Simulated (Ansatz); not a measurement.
The following input was run with Ansatz 0.2.0.

```yaml
crystal:
  lattice:
    - [1.6035484466, 0.9258384846, 6.1141068346]
    - [-1.5410308187, 0.9889985, 6.0887480884]
    - [0.0859569918, -1.829043431, 6.0887374843]
  atoms:
    - { symbol: W, position: [-0.0408694957, 0.0148792684, 0.0148792684] }
    - { symbol: S, position: [0.826146503, 0.7171812197, 0.7171812197] }
    - { symbol: S, position: [0.5460229927, 0.5992395119, 0.5992395119] }
basis:
  ecutwfc: 420
kpoints:
  mp_grid: { grid: [12, 12, 12] }
hamiltonian:
  xc: pbesol
scf:
  occupations: { method: gaussian, width: 0.02 }
output:
  forces: true
  stress: true
  eigenvalues: true
```

It can be run as
```bash
ansatz run input.yaml --threads 1 --pin off --backend cpu --events-out ev --progress --plain --runs-dir out  # memory cap (--max-ram) not shown
```

The calculation used DFT PBEsol, scalar-relativistic, plane waves, PAW (Ansatz).

Abridged output:

```
Warning: 1 symmetry operations that the atoms keep within the bar at which the run's group was sought (crystal.symmetry.tolerance 1.0e-5, or twice it) were not taken beside the 1 unitary ones that the detection took (of a slab, those that keep its plane). ...
Pseudopotentials: kind: paw
Pseudopotential: W, paw, valence charge 14, recommended cutoff 420 eV (normal)
Pseudopotential: S, paw, valence charge 6, recommended cutoff 420 eV (normal)
Functional definition: PBEsol
Crystal: 3 atoms, lattice volume = 53.399 Å³
Basis set: ecut = 420 eV, 1049 PW (Γ), FFT grids on a1−a3, −a1+a2, a3, exchange–correlation on 48×48×90 points (8 copies of the dense FFT grid, shifted against one another)
Bands: 17, of which v1, the nominal top of the filled ones, is band 13 counted from 1 (12 counted from 0)
Symmetry: 1 space group operations
Space group: P1 (ITA 1), of the structure as read, at distance tolerance 3.8e-5 Å
k-points: 868 of 1728 (time reversal used)
Initial density: superposition of atomic densities (neutral atoms: chi_scale 0, normalization atom), corrected by the library's trained network
Initial wavefunctions: pseudopotential atomic-orbital guess
Functional: x = pbesol(κ = 0.804, μ = 0.12345679), c = pbesol(β = 0.046)
SCF iter   1: F=—  HF=-12028.542658 eV  |F-HF|=—  |Δ(HF+E_count)|=         —  Δρ=7.60e-3  dr2=4.01e-2  ethr=1.77e-3  ⟨swp⟩=6.0  Hψ=86990  notcnv=0
SCF iter   2: F=—  HF=-12028.554939 eV  |F-HF|=—  |Δ(HF+E_count)|=   1.23e-2  Δρ=7.91e-3  dr2=1.10e-1  ethr=1.54e-4  ⟨swp⟩=3.2  Hψ=33321  notcnv=0
SCF iter   3: F=—  HF=-12028.539345 eV  |F-HF|=—  |Δ(HF+E_count)|=   1.56e-2  Δρ=2.72e-3  dr2=6.29e-3  ethr=1.54e-4  ⟨swp⟩=3.0  Hψ=26092  notcnv=0
SCF iter   4: F=—  HF=-12028.539250 eV  |F-HF|=—  |Δ(HF+E_count)|=   9.45e-5  Δρ=1.01e-3  dr2=4.34e-4  ethr=2.42e-5  ⟨swp⟩=2.3  Hψ=22184  notcnv=0
SCF iter   5: F=—  HF=-12028.539378 eV  |F-HF|=—  |Δ(HF+E_count)|=   1.28e-4  Δρ=4.54e-4  dr2=2.26e-4  ethr=1.67e-6  ⟨swp⟩=2.0  Hψ=21485  notcnv=0
SCF iter   6: F=—  HF=-12028.539358 eV  |F-HF|=—  |Δ(HF+E_count)|=   2.00e-5  Δρ=1.50e-4  dr2=6.51e-6  ethr=8.70e-7  ⟨swp⟩=2.2  Hψ=18676  notcnv=0
SCF iter   7: F=—  HF=-12028.539353 eV  |F-HF|=—  |Δ(HF+E_count)|=   5.07e-6  Δρ=2.65e-5  dr2=1.37e-7  ethr=2.50e-8  ⟨swp⟩=2.0  Hψ=20985  notcnv=0
SCF iter   8: F=-12028.539353 eV  HF=-12028.539353 eV  |F-HF|=6.02e-9  |Δ(HF+E_count)|=   2.06e-7  Δρ=4.87e-6  dr2=1.56e-8  ethr=3.85e-10  ⟨swp⟩=5.9  Hψ=68127  notcnv=0
SCF 1 converged in 8 iterations: F = -12028.539353 eV  dr2 = 1.56e-8
SCF converged after 8 iterations
Free energy (F): -12028.539353 eV
Harris-Foulkes:  -12028.539353 eV  (|F-HF|=6.02e-9)
Internal energy: -12028.539353 eV  (E = F + TS)
E sigma→0 (E₀):  -12028.539353 eV
Fermi energy:    12.052952 eV
--- Per-component energies (eV) ---
  E_band       = -189.260117
  E_kinetic    = 665.867220
  E_local      = -1707.397557  (includes V_loc(G=0)·N_el)
  E_nonlocal   = 60.573625
  E_hartree    = 671.724854
  E_xc         = -458.195134
  E_vxc        = -414.341211  (∫ρ·V_xc dr)
  E_paw        = -9604.518558  (= ΣΔE_a)
  E_vpaw       = -137.412786  (= ΣTr[D̂ρ^β])
  E_aug_tail   = -0.000061  (compensation charges beyond the density's cutoff)
  E_ewald      = -1656.939433
  E_core_change = 0.345691  (= ΣΔE_core)
  E_smearing   =  0.000000  (= −TS)
--- Forces (eV/Å), atoms counted from 1 ---
  atom   1  W      1.43513468     0.82854845     2.01937292
  atom   2  S     -1.80378158    -1.04153486    -0.97722389
  atom   3  S      0.36863221     0.21297817    -1.04216736
--- Stress (GPa, compression-positive) ---
       -0.378547       2.653623      -9.960482
        2.653623      -3.444107      -5.752000
       -9.960482      -5.752000       0.923028
  P = ⅓ Tr σ = -0.9665 GPa (-9.665 kbar)
--- Band table (eV; the first three rows and the last of 868) ---
  k-point 0: bands = ["-62.9549", "-27.2557", "-27.1230", "-27.0437", "-3.9783", "-1.9451", "3.9518", "7.8909", "8.0796", "8.7359", "9.6449", "10.4877", "10.7661", "12.7980", "13.4525", "14.3122", "14.6731"]
  k-point 1: bands = ["-62.9539", "-27.2517", "-27.1405", "-27.0538", "-3.8623", "-1.9179", "4.0966", "7.6231", "8.1380", "8.4867", "9.5639", "10.3022", "10.8352", "12.8775", "13.2098", "14.2586", "14.7067"]
  k-point 2: bands = ["-62.9509", "-27.2410", "-27.1940", "-27.0750", "-3.5306", "-1.8400", "4.4963", "6.9481", "7.8847", "8.3344", "9.2945", "10.0157", "10.6767", "12.8002", "13.0298", "14.3638", "14.8836"]
  k-point 867: bands = ["-62.9549", "-27.2557", "-27.1230", "-27.0437", "-3.7147", "-2.4432", "5.1142", "7.4596", "7.8794", "8.3259", "8.7651", "10.2410", "11.7440", "12.8207", "13.3715", "14.3421", "14.6117"]
```

Self-consistency was reached.

Spin–orbit coupling is left out, which can shift energies with elements as heavy as these. The cell holds layers, and where no dispersion correction was added their binding is poorly described.